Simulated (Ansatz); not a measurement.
# HfB2 and the effect of the functional

Symmetry: P6/mmm, No. 191, hexagonal system. The conventional cell has a = 3.140 Å, b = 3.140 Å, c = 3.480 Å, α = 90.00°, β = 90.00°, γ = 120.00°. Around Hf (site symmetry 6/mmm) lie 12 B at 2.51 Å. B (site symmetry -6m2) has 3 B at 1.81 Å as nearest neighbours.

Kept alike: task equation of state; k mesh 10 × 10 × 8; occupations fermi-dirac, width 0.05 eV; no spin polarisation. Program: Ansatz, Ansatz PAW. Cutoffs run from 420 to 500 eV. The mesh is that of the run's cell of 3 atoms. No spin-orbit coupling.

| run | volume (Å³/atom) | bulk modulus (GPa) |
| --- | --- | --- |
| A | 9.737 | 261.7 |
| B | 9.518 | 274.6 |
| C | 9.881 | 257.3 |
| D | 9.959 | 249.8 |

Volume and modulus come from cells scaled at fixed shape and fractions; off cubic symmetry such a modulus can lie above the relaxed one. All rows use potentials made for PBE.

Problem. The runs differ in the functional (and the cutoff that goes with it) alone: LDA; PBE; PBEsol; r2SCAN. Which run is which?

Solution. Run A is PBEsol; run B is LDA; run C is r2SCAN; run D is PBE. The volume runs from 9.518 (LDA) to 9.959 Å³/atom (PBE). From PBE: LDA -0.441; PBEsol -0.222; r2SCAN -0.078. The bulk modulus runs from 249.8 (PBE) to 274.6 GPa (LDA). From PBE: LDA +24.8; PBEsol +11.9; r2SCAN +7.5.
